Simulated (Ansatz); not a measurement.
# Cu2O: relaxed-ion elastic tensor

These are results of DFT PBE, scalar-relativistic, plane waves, PAW in Ansatz, not measurements. Settings: 420 eV plane-wave cutoff, Γ-centred 12×12×12 mesh, fixed occupations. No spin polarisation.

Relaxed structure:
```yaml
crystal:
  lattice:
    - [3.03994, 1.75511, 2.48060]
    - [-3.03994, 1.75511, 2.48060]
    - [0.00000, -3.51022, 2.48060]
  atoms:
    - { symbol: Cu, position: [0.50000, 0.50000, 0.00000] }
    - { symbol: Cu, position: [0.50000, 0.00000, 0.50000] }
    - { symbol: Cu, position: [0.00000, 0.50000, 0.50000] }
    - { symbol: Cu, position: [0.00000, 0.00000, 0.00000] }
    - { symbol: O, position: [0.25009, 0.25009, 0.25009] }
    - { symbol: O, position: [0.74991, 0.74991, 0.74991] }
```

It comes from a database structure that was distorted and then relaxed. It needn't be the stable form of this composition.

Question: Give the relaxed-ion elastic constants (GPa, Voigt order xx yy zz yz xz xy, on the Cartesian axes of the cell above).

Answer:
C11 = 122.8, C12 = 106.0, C13 = 106.5, C14 = 0.8, C22 = 122.8, C23 = 106.5, C24 = -0.8, C33 = 121.9, C44 = 9.0, C55 = 9.0, C56 = 0.9, C66 = 8.4 GPa; the others vanish.

Question: Is the crystal stable against homogeneous strain?

Answer: Yes: the least eigenvalue of the tensor is 7.8 GPa.

Question: And the moduli of a polycrystal (Hill averages)?

Answer: B = 112 GPa, G = 8 GPa, E = 25 GPa, ν = 0.46.
